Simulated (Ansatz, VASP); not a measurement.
**Ga: VASP beside Ansatz**

```
Ga
1.0
    -1.63468    1.63468    1.63468
     1.63468   -1.63468    1.63468
     1.63468    1.63468   -1.63468
Ga
1
Cartesian
  0.0000 0.0000 0.0000
```

Alike in both runs: task single point; functional r2SCAN; k mesh 15 × 15 × 15; occupations fermi-dirac, width 0.1 eV; no spin polarisation.

|  | VASP | Ansatz |
| --- | --- | --- |
| version | VASP 6.6.1 | Ansatz 0.2.0 |
| potentials or method | VASP PAW PBE potentials, release 64 (Ga_d) | plane waves (500 eV) with PAW, scalar-relativistic |
| plane-wave cutoff (eV) | 520 | 500 |
| valence electrons in the cell | 13 | 13 |

|  | VASP | Ansatz | Ansatz less VASP |
| --- | --- | --- | --- |
| pressure (GPa) | 2.5 | 2.3 | -0.18 |

Caveats: the PAW data sets were made with another functional, which shifts forces and pressure a little (VASP).
